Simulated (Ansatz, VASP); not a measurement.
Eu in VASP and in Ansatz

```
CELL_PARAMETERS angstrom
-2.29447 2.29447 2.29447
2.29447 -2.29447 2.29447
2.29447 2.29447 -2.29447
ATOMIC_POSITIONS crystal
Eu 0.00000 0.00000 0.00000
```

Alike in both runs: task single point; functional PBE; k mesh 6 × 6 × 6; occupations gaussian, width 0.05 eV; collinear spin.

|  | VASP | Ansatz |
| --- | --- | --- |
| version | VASP 6.6.1 | Ansatz 0.2.0 |
| potentials or method | VASP PAW PBE potentials, release 64 (Eu) | scalar-relativistic, plane waves, PAW |
| plane-wave cutoff (eV) | 520 | 420 |
| valence electrons in the cell | 17 | 17 |

|  | VASP | Ansatz | Ansatz less VASP |
| --- | --- | --- | --- |
| gap on the k mesh at the Fermi level (eV) | none | none | - |
| pressure (GPa) | -1.8 | -1.6 | +0.19 |
| net moment per atom (μB) | 7.52 | 7.52 | +0.002 |
| size of the moment on the site where the two differ most (μB) | 6.74 | 7.17 | +0.431 |

Site moments also hang on the region over which each program counts them. A gap of «none» marks a metal or a gap that the smearing closes. Ansatz warned: «given_moment_on_shells».

Caveats: spin-orbit coupling is left out, which moves the levels of the heavy elements. The state reached can hang on the start; a lower one may exist.
